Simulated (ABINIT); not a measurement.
The system is CsSnI3.

```xyz
5
Lattice="6.2057 0.0000 0.0000 0.0000 6.2057 0.0000 0.0000 0.0000 6.2057" Properties=species:S:1:pos:R:3 pbc="T T T"
Cs    0.0000    0.0000    0.0000
I     3.1029    3.1029    0.0000
I     3.1029    0.0000    3.1029
I     0.0000    3.1029    3.1029
Sn    3.1029    3.1029    3.1029
```

Base run:

```yaml
Program: ABINIT 10.8.3 (patched build)
Functional: PBE
Potentials_or_basis: PseudoDojo NC SR PBE v0.4.1 standard
Cutoff: 952 eV
k_mesh: 4 × 4 × 4
Occupations: fermi-dirac, width 0.05 eV
Spin: no spin polarisation
```

Its results: band gap on the k mesh 0.30 eV, direct; pressure 0.8 GPa.

Q: The run is repeated on the same cell with these changes: functional from PBE to LDA; potentials or basis from PseudoDojo NC SR PBE v0.4.1 standard to PseudoDojo NC SR LDA v0.4.1 standard. What comes out?

A: Band gap on the k mesh 0.28 eV, direct; pressure -1.3 GPa.

Caveats: spin-orbit coupling is left out, which moves the levels of the heavy elements; the cell was measured hot, at 500 K.

A k mesh can miss the band edges.

Not every run made on this cell is shown here.
